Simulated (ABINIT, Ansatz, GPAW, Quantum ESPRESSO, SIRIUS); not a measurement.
# Ag: 5 runs at one level of theory

```
Ag
1.0
     2.93000    0.00000    0.00000
    -1.46500    2.53745    0.00000
     0.00000    0.00000    4.79000
Ag
2
Cartesian
  1.4650 0.8458 3.5925
  0.0000 1.6916 1.1975
```

This isn't the form of Ag at room conditions, which is fcc.

Alike in all runs: task single point; functional PBEsol; k mesh 10 × 10 × 6; occupations fermi-dirac, width 0.05 eV; no spin polarisation; no spin-orbit coupling. Pressure is positive in compression and, in plane waves, holds the error of the finite cutoff.

| program and potentials | plane-wave cutoff (eV) | notes | pressure (GPa) |
| --- | --- | --- | --- |
| Quantum ESPRESSO, GBRV 1.5 PBEsol | 762 | 19 valence electrons an atom on average | -6.47 |
| SIRIUS, PseudoDojo 0.4.1 PBEsol standard (scalar relativistic) | 1127 | 19 valence electrons an atom on average | -6.27 |
| Ansatz, all-electron LAPW, scalar-relativistic | - | - | -6.13 |
| ABINIT, PseudoDojo NC SR PBEsol v0.4.1 standard | 1116 | 19 valence electrons an atom on average | ? |
| GPAW, PAW data sets generated for this functional | 600 | 17 valence electrons an atom on average | -6.07 |

Estimate from the other rows what the run with ABINIT, PseudoDojo NC SR PBEsol v0.4.1 standard gave.

Pressure -6.32 GPa. The other rows, which needn't bracket it: pressure -6.47 to -6.07.
